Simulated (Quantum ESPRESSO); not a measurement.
**Pb under changes of volume**

One of the cells (29.314 Å³/atom); the others are scaled copies at fixed shape and fractional positions:

```
CELL_PARAMETERS angstrom
3.48000 0.00000 0.00000
-1.74000 3.01377 0.00000
0.00000 0.00000 5.59000
ATOMIC_POSITIONS crystal
Pb 0.66667 0.33333 0.75000
Pb 0.33333 0.66667 0.25000
```

This isn't the form of Pb at room conditions, which is fcc.

- Program: Quantum ESPRESSO 7.5
- Functional: r2SCAN
- Potentials or basis: SG15 PBE 1.2
- Cutoff: 762 eV
- Density cutoff: 3048 eV
- k mesh: 7 × 7 × 4
- Occupations: fermi-dirac, width 0.05 eV
- Spin: no spin polarisation

```csv
volume (Å³/atom),energy over the lowest point (meV/atom),pressure (GPa)
27.555,28.89,4.6
28.141,14.76,3.2
28.727,5.62,1.9
29.314,0.90,0.8
29.900,0.00,-0.1
30.486,?,?
31.073,7.42,-1.6
```

What does the run at 30.486 Å³/atom give?

Energy over the lowest point 2.35 meV/atom; pressure -0.9 GPa.

Worked out: A Birch-Murnaghan fit of order 3 (a polynomial in V^(-2/3)) to the other rows has its minimum at 29.76 Å³/atom with B0 = V·E''(V) = 47 GPa and B' = 6.6 at fixed shape and positions, which overstates the stiffness. It gives 2.30 meV/atom at 30.486 Å³/atom, against the run's 2.35, and -dE/dV = -1.0 GPa, against -0.9.

Energies are extrapolated to zero smearing.

Caveats: the potentials were made for another functional, which shifts forces and pressure.
